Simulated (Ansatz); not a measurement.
Crystal: Lu, fcc type, 1 atom in the cell.

Level of theory: Ansatz 0.2.0 development build, r²SCAN, plane waves, PAW datasets (earlier set, tuned by hand).

Cutoff 680 eV; k-mesh 12×12×12 Γ-centred; Fermi–Dirac smearing of 0.1 eV; no spin polarisation; no spin–orbit coupling.

The fit to the energies gives V₀ = 29.205 Å³/atom (a₀ = 4.888 Å), B₀ = 41.4 GPa, B₀′ = 2.94.

Problem. What pressure does the program print at V = 30.120 Å³/atom, and how far above the lowest computed point (V = 29.251 Å³/atom) does the energy lie?

Solution. -1.23 GPa and 3.55 meV/atom. All points:

```
V (Å³/atom)   a (Å)  E − E(min) (meV/atom)  P (GPa)
     26.645  4.7412                  32.61     4.34
     27.514  4.7922                  13.65     2.69
     28.382  4.8421                   3.10     1.23
     29.251  4.8910                   0.00    -0.06
     30.120  4.9390                   3.55    -1.23
```

The stress includes the program's correction for the finite plane-wave basis.

This cubic structure is a model: it isn't the usual form of the substance at ambient conditions, and such phases are metastable or hypothetical.
